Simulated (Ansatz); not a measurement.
Input file of a DFT run on Tc with Ansatz:

```yaml
crystal:
  lattice:
    - [-1.540179277, 1.540179277, 1.540179277]
    - [1.540179277, -1.540179277, 1.540179277]
    - [1.540179277, 1.540179277, -1.540179277]
  atoms:
    - { symbol: Tc, position: [0.0, 0.0, 0.0] }
basis:
  ecutwfc: 600
  ecutrho_ratio: 5
kpoints:
  mp_grid: { grid: [20, 20, 20] }
hamiltonian:
  xc: pbe
scf:
  occupations: { method: gaussian, width: 0.05 }
output:
  forces: true
  stress: true
  eigenvalues: true
  populations: true
magnetization:
  noncollinear: true
  spin_orbit: true
```

Launched as:
```sh
ansatz run input.yaml --threads 4 --pin off --max-ram 8192MiB --backend cpu --events-out ev --progress --plain --runs-dir out
```

At room temperature and ambient pressure Tc is hcp.

Problem. What will the run give?

Solution. Pressure 0.0 GPa, gap on the mesh zero (metallic) (PBE+SOC).

What the program printed, in part:

```
Pseudopotentials: kind: paw_fr
Pseudopotential: Tc, paw, valence charge 15, recommended cutoff 500 eV (normal), Tc.paw.azcp
Crystal: 1 atoms, lattice volume = 14.614 Å³
Basis set: ecut = 600 eV, 459 PW (Γ), exchange–correlation on 48×48×48 points (8 copies of the dense FFT grid, shifted against one another)
Bands: 24, of which v1, the nominal top of the filled ones, is band 15 counted from 1 (14 counted from 0)
Symmetry: 48 space group operations + 48 with time reversal
Magnetic group: BNS 229.141 (UNI 1643), of the structure as read, at distance tolerance 2.4e-5 Å
k-points: 256 of 8000
Projection manifold: j_resolved (fully-relativistic pseudo-atomic orbitals)
Initial density: superposition of atomic densities (chi_scale 0.1, normalization cell)
Initial wavefunctions: pseudopotential atomic-orbital guess
Functional: x = pbe(κ = 0.804, μ = 0.21951), c = pbe(β = 0.06672)
```

SCF trace (energy estimate counted from the last row):
| iteration | ΔE (eV) | density residual (eV) | M (μB) |
| --- | --- | --- | --- |
| 1 | -0.165 | 5.03e-1 | 0.00e0 |
| 2 | -0.021 | 8.66e-2 | 0.00e0 |
| 3 | -2.5e-04 | 4.88e-3 | 0.00e0 |
| 4 | -1.1e-05 | 4.90e-5 | 0.00e0 |
| 5 | 1.0e-06 | 3.03e-7 | 0.00e0 |
| 6 | 0.000 | 7.63e-9 | 0.00e0 |

```
SCF 1 converged in 6 iterations: F = -5398.251893 eV  dr2 = 7.63e-9
SCF converged after 6 iterations
Magnetization: |M| = 0.0000 μB,  M = (+0.0000, +0.0000, +0.0000) μB
Absolute magnetization: 0.0000 μB (∫|m|)
  site 0: m = (+0.0000, +0.0000, +0.0000) μB, |m| = 0.0000 μB  (R = 1.10 Å)
Free energy (F): -5398.251893 eV
E sigma→0 (E₀):  -5398.251016 eV
Entropy (-TS):   -0.001753 eV (-1.753 meV/atom)
Fermi energy:    22.445826 eV
--- Forces (eV/Å), atoms counted from 1 ---
  atom   1  Tc     0.00000000     0.00000000     0.00000000
--- Stress (GPa, compression-positive) ---
       -0.000832       0.000000       0.000000
        0.000000      -0.000832       0.000000
        0.000000       0.000000      -0.000832
  P = ⅓ Tr σ = -0.0008 GPa (-0.008 kbar)
--- Löwdin populations: 1 site ---
  site symbol       q [e]
     0     Tc     14.8587
```
